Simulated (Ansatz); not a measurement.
Structure: LiF (P6_3mc) from a database structure, at its r2SCAN minimum. Li has 4 F at 1.86–1.87 Å; F has 4 Li at 1.86–1.87 Å.

Space group P6_3mc (No. 186). a = 3.081 Å, b = 3.081 Å, c = 4.785 Å, α = 90.00°, β = 90.00°, γ = 120.00°
```json
{"atom": "Li", "site": "2b", "symmetry": "3m.", "x": "0.3333", "y": "0.6667", "z": "0.3824"}
{"atom": "F", "site": "2b", "symmetry": "3m.", "x": "0.3333", "y": "0.6667", "z": "0.9926"}
```

The questions ask for values computed with the plane-wave code Ansatz on this geometry. The values are computed, spin-unpolarised, and not measurements.

Given (12×12×6 mesh): With r2SCAN the gap is 8.58 eV and direct, at Γ.

(1) How does the gap change from r2SCAN to LDA (12×12×6)?

(2) Estimate the gap with LC-ωPBE on 6×6×4.

(3) Order these levels by the gap that they give, smallest first.
A. LDA
B. PBE0
C. r2SCANh
D. PBE
E. LC-ωPBE
F. DDH-PBE0
G. r2SCAN
H. HSE06

(4) What are ε∞ and the Born charges with r2SCAN?

(5) How do the levels compare, in gap and in cost?

Results:

(1) LDA gives a direct gap of 7.53 eV at Γ. The gap differs by -1.05 eV from r2SCAN's.

(2) The LC-ωPBE gap is direct at Γ: 15.72 eV. The gap differs by +7.14 eV from r2SCAN's.

(3) A (7.53 eV), D (7.85 eV), G (8.58 eV), C (9.64 eV), H (10.03 eV), B (10.79 eV), F (14.17 eV), E (15.72 eV).

(4) The electronic dielectric tensor ε∞ is 1.83 along x and y, 1.84 along z. Born charges, averaged over directions: Li +0.98, F -0.98 e.

(5) r2SCAN covers 34 % of the step from PBE to HSE06, while HSE06 needs about 6 times r2SCAN's cost (on a coarser mesh). All these functionals give a gap of the same kind, direct.

The meshes of the hybrids are coarse, so their gaps aren't converged to the digits shown.
